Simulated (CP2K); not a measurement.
# Au (Fm-3m) in CP2K: notebook

The runs below take Au through band structure, with PBEsol, LDA.

All numbers are computed with CP2K 2026.2; they aren't measurements. Logs are shortened: lines on timing, memory, paths and dates and some standing lists are left out, and cuts for length are marked.

## (1) The crystal as given

The structure is cubic, space group Fm-3m (No. 225). The conventional cell has a = 4.070 Å, b = 4.070 Å, c = 4.070 Å, α = 90.00°, β = 90.00°, γ = 90.00°. Au (site symmetry m-3m) is surrounded by 12 Au at 2.88 Å.

## (2) Band structure, PBEsol

au_bands.inp reads:

```
&GLOBAL
  PROJECT au_bands
  RUN_TYPE ENERGY_FORCE
  PRINT_LEVEL LOW
&END GLOBAL
&FORCE_EVAL
  METHOD QS
  STRESS_TENSOR ANALYTICAL
  &DFT
    BASIS_SET_FILE_NAME BASIS_MOLOPT_UZH
    POTENTIAL_FILE_NAME POTENTIAL_UZH
    &MGRID
      CUTOFF 500
      REL_CUTOFF 60
      NGRIDS 4
    &END MGRID
    &QS
      METHOD GPW
      EPS_DEFAULT 1.0E-9
    &END QS
    &KPOINTS
      SCHEME MONKHORST-PACK 11 11 11
      GAMMA_CENTERED T
      SYMMETRY T
      SYMMETRY_BACKEND SPGLIB
    &END KPOINTS
    &SCF
      SCF_GUESS ATOMIC
      EPS_SCF 1.0E-6
      MAX_SCF 100
      ADDED_MOS 11
      CHOLESKY OFF
      EPS_EIGVAL 1.0E-7
      &DIAGONALIZATION ON
        ALGORITHM STANDARD
      &END DIAGONALIZATION
      &MIXING ON
        METHOD BROYDEN_MIXING
        ALPHA 0.4
        BETA 1.5
        NBUFFER 8
      &END MIXING
      &SMEAR ON
        METHOD FERMI_DIRAC
        ELECTRONIC_TEMPERATURE [K] 300.557
      &END SMEAR
    &END SCF
    &XC
      &XC_FUNCTIONAL
        &GGA_X_PBE_SOL
        &END GGA_X_PBE_SOL
        &GGA_C_PBE_SOL
        &END GGA_C_PBE_SOL
      &END XC_FUNCTIONAL
    &END XC
    &PRINT
      &KPOINTS ON
      &END KPOINTS
      &MULLIKEN ON
      &END MULLIKEN
      &MO ON
        ENERGIES T
        OCCUPATION_NUMBERS T
        &EACH
          QS_SCF 0
        &END EACH
        ADD_LAST NUMERIC
      &END MO
      &BAND_STRUCTURE
        FILE_NAME bands.bs
        ADDED_MOS 6
        &KPOINT_SET
          UNITS B_VECTOR
          NPOINTS 6
          SPECIAL_POINT GAMMA 0.00000000 0.00000000 0.00000000
          SPECIAL_POINT X 0.50000000 0.00000000 0.50000000
          SPECIAL_POINT W 0.50000000 0.25000000 0.75000000
          SPECIAL_POINT K 0.37500000 0.37500000 0.75000000
          SPECIAL_POINT GAMMA 0.00000000 0.00000000 0.00000000
          SPECIAL_POINT L 0.50000000 0.50000000 0.50000000
          SPECIAL_POINT U 0.62500000 0.25000000 0.62500000
          SPECIAL_POINT W 0.50000000 0.25000000 0.75000000
          SPECIAL_POINT L 0.50000000 0.50000000 0.50000000
          SPECIAL_POINT K 0.37500000 0.37500000 0.75000000
        &END KPOINT_SET
        &KPOINT_SET
          UNITS B_VECTOR
          NPOINTS 6
          SPECIAL_POINT U 0.62500000 0.25000000 0.62500000
          SPECIAL_POINT X 0.50000000 0.00000000 0.50000000
        &END KPOINT_SET
      &END BAND_STRUCTURE
    &END PRINT
  &END DFT
  &SUBSYS
    &CELL
      ABC 2.8779245994 2.8779245994 2.8779245994
      ALPHA_BETA_GAMMA 60.0000000001 60.0000000003 60.0000000004
      PERIODIC XYZ
    &END CELL
    &COORD
      Au  0.0000000000 0.0000000000 0.0000000000
    &END COORD
    &KIND Au
      BASIS_SET TZVP-MOLOPT-PBE-GTH-q11
      POTENTIAL GTH-PBE-q11
    &END KIND
    &PRINT
      &ATOMIC_COORDINATES ON
      &END ATOMIC_COORDINATES
      &CELL ON
      &END CELL
    &END PRINT
  &END SUBSYS
  &PRINT
    &FORCES ON
    &END FORCES
    &STRESS_TENSOR ON
    &END STRESS_TENSOR
  &END PRINT
&END FORCE_EVAL
```

Potentials or basis: POTENTIAL_UZH Au GTH-PBE-q11; TZVP-MOLOPT-PBE-GTH basis.

Run with:

```sh
$ OMP_NUM_THREADS=1 cp2k.psmp -i au_bands.inp -o au_bands.out
```

au_bands.out:

```text

 CP2K| version string:                                       CP2K version 2026.2
 CP2K| Input file name                                              au_bands.inp

 GLOBAL| Force Environment number                                              1
 GLOBAL| Basis set file name                                    BASIS_MOLOPT_UZH
 GLOBAL| Potential file name                                       POTENTIAL_UZH
 GLOBAL| MM Potential file name                                     MM_POTENTIAL
 GLOBAL| Coordinate file name                                      __STD_INPUT__
 GLOBAL| Method name                                                        CP2K
 GLOBAL| Project name                                                   au_bands
 GLOBAL| Run type                                                   ENERGY_FORCE
 GLOBAL| FFT library                                                       FFTW3
[... 8 lines left out ...]
 GLOBAL| CPU model name                                                  UNKNOWN

 CELL| Volume [angstrom^3]:                                            16.854786
 CELL| Vector a [angstrom]:       2.878     0.000     0.000   |a| =     2.877925
 CELL| Vector b [angstrom]:       1.439     2.492     0.000   |b| =     2.877925
 CELL| Vector c [angstrom]:       1.439     0.831     2.350   |c| =     2.877925
 CELL| Angle (b,c), alpha [degree]:                                    60.000000
 CELL| Angle (a,c), beta  [degree]:                                    60.000000
 CELL| Angle (a,b), gamma [degree]:                                    60.000000
 CELL| Numerically orthorhombic:                                              NO
 CELL| Periodicity                                                           XYZ

 CELL_REF| Volume [angstrom^3]:                                        16.854786
 CELL_REF| Vector a [angstrom     2.878     0.000     0.000   |a| =     2.877925
 CELL_REF| Vector b [angstrom     1.439     2.492     0.000   |b| =     2.877925
 CELL_REF| Vector c [angstrom     1.439     0.831     2.350   |c| =     2.877925
 CELL_REF| Angle (b,c), alpha [degree]:                                60.000000
 CELL_REF| Angle (a,c), beta  [degree]:                                60.000000
[... 12 lines left out ...]
 TOTAL NUMBERS AND MAXIMUM NUMBERS

  Total number of            - Atomic kinds:                                   1
                             - Atoms:                                          1
                             - Shell sets:                                     1
                             - Shells:                                        10
                             - Primitive Cartesian functions:                  6
                             - Cartesian basis functions:                     40
                             - Spherical basis functions:                     34

  Maximum angular momentum of- Orbital basis functions:                        3
                             - Local part of the GTH pseudopotential:          0
                             - Non-local part of the GTH pseudopotential:      4

 MODULE QUICKSTEP: ATOMIC COORDINATES IN ANGSTROM

   Atom Kind Element         X             Y             Z       Z(eff)     Mass
[... 154 lines left out ...]
 MO|      3               0.221754               6.034245               2.000000
 MO|      4               0.263045               7.157814               2.000000
 MO|      5               0.318976               8.679782               2.000000
 MO|      6               0.358029               9.742471               2.000000
[... 228 lines left out ...]
 MO|      5               0.299744               8.156438               2.000000
 MO|      6               0.347517               9.456426               2.000000
[... 9 lines left out ...]
 MO|     16               1.821900              49.576409               0.000000
 MO|     17               2.007952              54.639144               0.000000
 MO| Sum:                                                              12.000000
 MO| E(Fermi):            0.391352 a.u.         10.649233 eV
 MO| Band gap:            0.263500 a.u.          7.170187 eV

 MO| EIGENVALUES AND OCCUPATION NUMBERS FOR K POINT 13
 MO|
 MO|  Index      Eigenvalue [a.u.]        Eigenvalue [eV]             Occupation
 MO|      1               0.135492               3.686932               2.000000
 MO|      2               0.206548               5.620458               2.000000
 MO|      3               0.213918               5.821011               2.000000
 MO|      4               0.238397               6.487119               2.000000
 MO|      5               0.298749               8.129363               2.000000
 MO|      6               0.356689               9.705998               2.000000
[... 22 lines left out ...]
 MO|      6               0.362306               9.858846               2.000000
[... 9 lines left out ...]
 MO|     16               1.824972              49.660005               0.000000
 MO|     17               1.940046              52.791326               0.000000
 MO| Sum:                                                              12.000000
 MO| E(Fermi):            0.391352 a.u.         10.649233 eV

 [... the levels of further k-points ...]

 !-----------------------------------------------------------------------------!
                     Mulliken Population Analysis

 #  Atom  Element  Kind  Atomic population                           Net charge
       1     Au       1         11.000000                             -0.000000
 # Total charge                             11.000000                 -0.000000

 !-----------------------------------------------------------------------------!

 KPOINTS| Band Structure Calculation
 KPOINTS| Number of k-point sets                                               2
 KPOINTS| Number of added MOs/bands                                            6
 KPOINTS| Number of k-points in set    1                                      55
 KPOINTS| In units of b-vector [2pi/Bohr]
 KPOINTS| Special point     1       GAMMA     0.000000     0.000000     0.000000
 KPOINTS| Special point     2           X     0.500000     0.000000     0.500000
 KPOINTS| Special point     3           W     0.500000     0.250000     0.750000
 KPOINTS| Special point     4           K     0.375000     0.375000     0.750000
 KPOINTS| Special point     5       GAMMA     0.000000     0.000000     0.000000
 KPOINTS| Special point     6           L     0.500000     0.500000     0.500000
 KPOINTS| Special point     7           U     0.625000     0.250000     0.625000
 KPOINTS| Special point     8           W     0.500000     0.250000     0.750000
 KPOINTS| Special point     9           L     0.500000     0.500000     0.500000
 KPOINTS| Special point    10           K     0.375000     0.375000     0.750000
 KPOINTS| Number of k-points in set    2                                       7
 KPOINTS| In units of b-vector [2pi/Bohr]
 KPOINTS| Special point     1           U     0.625000     0.250000     0.625000
 KPOINTS| Special point     2           X     0.500000     0.000000     0.500000

 ENERGY| Total FORCE_EVAL ( QS ) energy [hartree]            -33.089625358128295

 FORCES| Atomic forces [hartree/bohr]
 FORCES|   Atom     x               y               z               |f|
 FORCES|      1 -6.90320992E-15  4.08039696E-15 -3.76030696E-15   8.85685356E-15
 FORCES| Sum    -6.90320992E-15  4.08039696E-15 -3.76030696E-15
 FORCES| Total atomic force                                       8.85685356E-15

 STRESS| Analytical stress tensor [bar]
 STRESS|                        x                   y                   z
 STRESS|      x        8.82905174892E+04   2.29249832422E-02  -9.32229401444E-02
 STRESS|      y        2.29249832422E-02   8.82921701992E+04   8.76861648487E-03
 STRESS|      z       -9.32229401444E-02   8.76861648487E-03   8.82924328347E+04
 STRESS| 1/3 Trace                                             8.82917068410E+04
 STRESS| Determinant                                           6.88271422578E+14

 STRESS| Eigenvectors and eigenvalues of the analytical stress tensor [bar]
 STRESS|                        1                   2                   3
 STRESS| Eigenvalues   8.82905126344E+04   8.82921703085E+04   8.82924375802E+04
 STRESS|      x           0.998721618089      0.015436930837     -0.048133467850
 STRESS|      y          -0.014069675358      0.999491452600      0.028616086658
 STRESS|      z           0.048550734250     -0.027902282104      0.998430913412
```

Run time: 1.8 min. Hardware: 1 thread of Arm Neoverse V1, shared host; peak memory 0.3 GiB.

What came out:

* Free energy: -900.4145 eV
* Pressure: 8.8 GPa
* Band gap on the k mesh: none (metal or under the smearing width)

Levels at the corners of the path, in eV from the Fermi level:
```tsv
point	band 1	band 2	band 3	band 4	band 5	band 6	band 7	band 8	band 9	band 10
Γ	-10.19	-4.80	-4.80	-4.80	-3.23	-3.23	16.27	20.17	20.17	20.17
X	-7.28	-6.94	-2.01	-1.62	-1.61	0.92	6.15	10.40	10.40	20.85
W	-6.16	-5.31	-5.31	-3.39	-1.61	5.04	6.48	6.48	9.75	25.55
K	-6.64	-6.02	-3.95	-2.93	-2.09	4.10	4.78	7.70	13.04	20.29
Γ	-10.19	-4.80	-4.80	-4.80	-3.23	-3.23	16.27	20.17	20.17	20.17
L	-7.53	-4.85	-4.85	-1.96	-1.96	-1.14	3.30	16.16	17.90	17.90
U	-6.64	-6.02	-3.95	-2.93	-2.09	4.10	4.78	7.70	13.04	20.29
W	-6.16	-5.31	-5.31	-3.39	-1.61	5.04	6.48	6.48	9.75	25.55
L	-7.53	-4.85	-4.85	-1.96	-1.96	-1.14	3.30	16.16	17.90	17.90
K	-6.64	-6.02	-3.95	-2.93	-2.09	4.10	4.78	7.70	13.04	20.29
U	-6.64	-6.02	-3.95	-2.93	-2.09	4.10	4.78	7.70	13.04	20.29
X	-7.28	-6.94	-2.01	-1.62	-1.61	0.92	6.15	10.40	10.40	20.85
```

Caveat: the potentials were made for another functional, which shifts forces and pressure; spin-orbit coupling is left out, which moves the levels of the heavy elements; the basis of atomic orbitals isn't converged, which shifts pressures, moduli and gaps.

## (3) Band structure, LDA

Changes to au_bands.inp since step 2:

```diff
@@ -10,3 +10,3 @@
     BASIS_SET_FILE_NAME BASIS_MOLOPT_UZH
-    POTENTIAL_FILE_NAME POTENTIAL_UZH
+    POTENTIAL_FILE_NAME GTH_POTENTIALS
     &MGRID
@@ -14,3 +14,3 @@
       REL_CUTOFF 60
-      NGRIDS 4
+      NGRIDS 5
     &END MGRID
@@ -18,3 +18,3 @@
       METHOD GPW
-      EPS_DEFAULT 1.0E-9
+      EPS_DEFAULT 1.0E-10
     &END QS
@@ -44,3 +44,3 @@
         METHOD FERMI_DIRAC
-        ELECTRONIC_TEMPERATURE [K] 300.557
+        ELECTRONIC_TEMPERATURE [K] 116.045
       &END SMEAR
@@ -49,6 +49,6 @@
       &XC_FUNCTIONAL
-        &GGA_X_PBE_SOL
-        &END GGA_X_PBE_SOL
-        &GGA_C_PBE_SOL
-        &END GGA_C_PBE_SOL
+        &LDA_X
+        &END LDA_X
+        &LDA_C_PW
+        &END LDA_C_PW
       &END XC_FUNCTIONAL
@@ -68,5 +68,10 @@
       &END MO
+      &LOWDIN ON
+      &END LOWDIN
+      &HIRSHFELD ON
+        SHAPE_FUNCTION DENSITY
+      &END HIRSHFELD
       &BAND_STRUCTURE
         FILE_NAME bands.bs
-        ADDED_MOS 6
+        ADDED_MOS 4
         &KPOINT_SET
@@ -96,4 +101,5 @@
     &CELL
-      ABC 2.8779245994 2.8779245994 2.8779245994
-      ALPHA_BETA_GAMMA 60.0000000001 60.0000000003 60.0000000004
+      A 2.8779245994 0.0000000000 0.0000000000
+      B 1.4389622997 2.4923558133 0.0000000000
+      C 1.4389622997 0.8307852711 2.3498155956
       PERIODIC XYZ
@@ -105,3 +111,3 @@
       BASIS_SET TZVP-MOLOPT-PBE-GTH-q11
-      POTENTIAL GTH-PBE-q11
+      POTENTIAL GTH-PADE-q11
     &END KIND
```

Potentials or basis: GTH_POTENTIALS Au GTH-PADE-q11; TZVP-MOLOPT-PBE-GTH basis.

Run with:

```sh
$ OMP_NUM_THREADS=1 cp2k.psmp -i au_bands.inp -o au_bands.out
```

It took 2 min on 1 thread of Arm Neoverse V1, shared host; peak memory 0.31 GiB.

The run converged. Its results:

```
Free energy            : -906.2715 eV
Pressure               : 2.4 GPa
Band gap on the k mesh : none (metal or under the smearing width)
```

Levels at the corners of the path, in eV from the Fermi level:
```tsv
point	band 1	band 2	band 3	band 4	band 5	band 6	band 7	band 8	band 9	band 10
Γ	-10.20	-4.90	-4.90	-4.90	-3.34	-3.34	16.49	20.14	20.14	20.14
X	-7.32	-7.00	-2.14	-1.75	-1.75	0.90	5.85	10.32	10.32	20.74
W	-6.21	-5.38	-5.38	-3.49	-1.75	4.75	6.41	6.41	9.75	25.54
K	-6.70	-6.08	-4.03	-3.04	-2.22	3.88	4.72	7.61	12.94	20.35
Γ	-10.20	-4.90	-4.90	-4.90	-3.34	-3.34	16.49	20.14	20.14	20.14
L	-7.59	-4.94	-4.94	-2.09	-2.09	-1.14	3.06	16.36	17.75	17.75
U	-6.70	-6.08	-4.03	-3.04	-2.22	3.88	4.72	7.61	12.94	20.35
W	-6.21	-5.38	-5.38	-3.49	-1.75	4.75	6.41	6.41	9.75	25.54
L	-7.59	-4.94	-4.94	-2.09	-2.09	-1.14	3.06	16.36	17.75	17.75
K	-6.70	-6.08	-4.03	-3.04	-2.22	3.88	4.72	7.61	12.94	20.35
U	-6.70	-6.08	-4.03	-3.04	-2.22	3.88	4.72	7.61	12.94	20.35
X	-7.32	-7.00	-2.14	-1.75	-1.75	0.90	5.85	10.32	10.32	20.74
```

Caveat: spin-orbit coupling is left out, which moves the levels of the heavy elements; the basis of atomic orbitals isn't converged, which shifts pressures, moduli and gaps.
